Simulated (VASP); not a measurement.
Write the native input for VASP 6.6.1 that does the following.

```
Task                   : single point
Functional             : PBE
Potentials or basis    : VASP PAW PBE potentials, release 64 (Ge_d)
Cutoff                 : 520 eV
k mesh                 : 8 × 8 × 8
Occupations            : gaussian, width 0.012 eV
Spin                   : no spin polarisation
Further INCAR settings : ALGO = Normal; EDIFF = 1e-06; NBANDS = 21
```

The structure of Ge lies in POSCAR:

```
Ge
1.0
    0.0000000000      2.8289100000      2.8289100000
    2.8289100000      0.0000000000      2.8289100000
    2.8289100000      2.8289100000      0.0000000000
Ge
2
Direct
    0.7500000000      0.7500000000      0.7500000000
    0.5000000000      0.5000000000      0.5000000000
```

These files were run (other wordings do the same):

INCAR

```
SYSTEM = Ge
PREC = Accurate
ENCUT = 520
EDIFF = 1E-6
ISMEAR = 0
SIGMA = 0.012
LREAL = .False.
LASPH = .True.
NELM = 100
ALGO = Normal
ISIF = 2
LWAVE = .False.
LCHARG = .True.
GGA = PE
LELF = .True.
LVHAR = .True.
NBANDS = 21
```

KPOINTS

```
regular mesh
0
Gamma
  8 8 8
  0 0 0
```

Potentials or basis: VASP PAW PBE potentials, release 64 (Ge_d).

Command:

```console
$ cat potpaw_PBE.64/Ge_d/POTCAR > POTCAR
$ mpirun -np 1 vasp_std > vasp.out
```

Results of the run:

| Property | Result |
| --- | --- |
| Pressure | 3.5 GPa |
| Band gap on the k mesh | 0.03 eV, direct |

Run time: 13 s on 1 thread of Intel(R) Xeon(R) 6975P-C (Granite Rapids), on a shared host, peak memory 0.16 GiB.
